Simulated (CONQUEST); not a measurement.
# MoSe2 under changes of volume

One of the cells (20.129 Å³/atom); the others are scaled copies at fixed shape and fractional positions:

```
Mo Se
1.0
     3.28800    0.00000    0.00000
     0.00000    5.69498    0.00000
     0.00000    0.00000   12.90000
Mo Se
4 8
Direct
  0.00000 0.33333 0.25000
  0.50000 0.83333 0.25000
  0.00000 0.66667 0.75000
  0.50000 0.16667 0.75000
  0.00000 0.33333 0.62500
  0.50000 0.83333 0.62500
  0.00000 0.66667 0.12500
  0.50000 0.16667 0.12500
  0.00000 0.33333 0.87500
  0.50000 0.83333 0.87500
  0.00000 0.66667 0.37500
  0.50000 0.16667 0.37500
```

```yaml
Program: CONQUEST 1.3
Functional: PBE
Potentials_or_basis: PseudoDojo NC PBE, SZ, grid of 32 × 60 × 128 points
k_mesh: 8 × 5 × 2
Occupations: fermi-dirac, width 0.05 eV
Spin: no spin polarisation
```

```tsv
volume (Å³/atom)	energy over the lowest point (meV/atom)	pressure (GPa)	gap on the mesh (eV)	largest force (eV/Å)
18.922	332.66	35.1	0.39	4.793
19.324	250.94	30.0	0.40	4.262
19.727	181.19	25.6	0.42	3.778
20.129	?	?	?	?
20.532	72.70	17.8	0.44	2.889
20.935	32.36	14.4	0.44	2.501
21.337	0.00	11.4	0.45	2.127
```

Q: What does the run at 20.129 Å³/atom give?

A: Energy over the lowest point 122.03 meV/atom; pressure 21.6 GPa; gap on the mesh 0.43 eV; largest force 3.319 eV/Å.

Worked out: A Birch-Murnaghan fit of order 3 (a polynomial in V^(-2/3)) to the other rows has no minimum within the range. It gives 122.12 meV/atom at 20.129 Å³/atom, against the run's 122.03, and -dE/dV = 21.5 GPa, against 21.6. A straight line through the other rows of the gap, of slope 0.501 eV per unit of ln V, gives 0.42 eV, against the run's 0.43.

Energies are extrapolated to zero smearing.

Caveats: the atomic basis is small; an odd mesh through Γ misses points on the zone boundary, where band edges often lie; the cell's inner coordinates are idealised or old, which leaves forces on the atoms; this functional lacks dispersion, which binds the layers, so the pressure and a relaxed spacing across them are unreliable; the basis of atomic orbitals isn't converged, which shifts pressures, moduli and gaps. Spin-orbit coupling on Mo, Se is left out.
